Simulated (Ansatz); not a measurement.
# Lattice vibrations of Al4Cu at Γ

Level of theory: DFT PBE, scalar-relativistic, plane waves, PAW (Ansatz 0.2.0). Settings: 420 eV plane-wave cutoff, Γ-centred 12×12×12 mesh, Fermi-Dirac smearing of 0.15 eV. No spin polarisation. Phonons by linear response, acoustic sum rule imposed.

The cell, relaxed at this level:
```yaml
crystal:
  lattice:
    - [-3.11925, 3.11925, 1.98536]
    - [3.11925, -3.11925, 1.98536]
    - [3.11925, 3.11925, -1.98536]
  atoms:
    - { symbol: Al, position: [0.89470, 0.29787, 0.19257] }
    - { symbol: Al, position: [0.10530, 0.70213, 0.80743] }
    - { symbol: Al, position: [0.29787, 0.10530, 0.40317] }
    - { symbol: Al, position: [0.70213, 0.89470, 0.59683] }
    - { symbol: Cu, position: [0.50000, 0.50000, 0.00000] }
```

The structure comes from a generated guess, relaxed at this level; another structure or a mixture of phases may lie lower. In a metal, frequencies depend on the k mesh and the smearing, soft modes most.

**Question.** Is this structure stable against zone-centre distortions?

**Answer.** Yes, at Γ: no optical mode is imaginary. Strains and other wave vectors aren't tested by this run.

**Question.** List the optical modes at Γ (i marks imaginary ones).

**Answer.**
```tsv
frequency (THz)	degeneracy
2.85	1
3.68	2
5.04	1
6.26	1
7.17	1
7.86	2
7.92	2
9.21	1
9.64	1
```
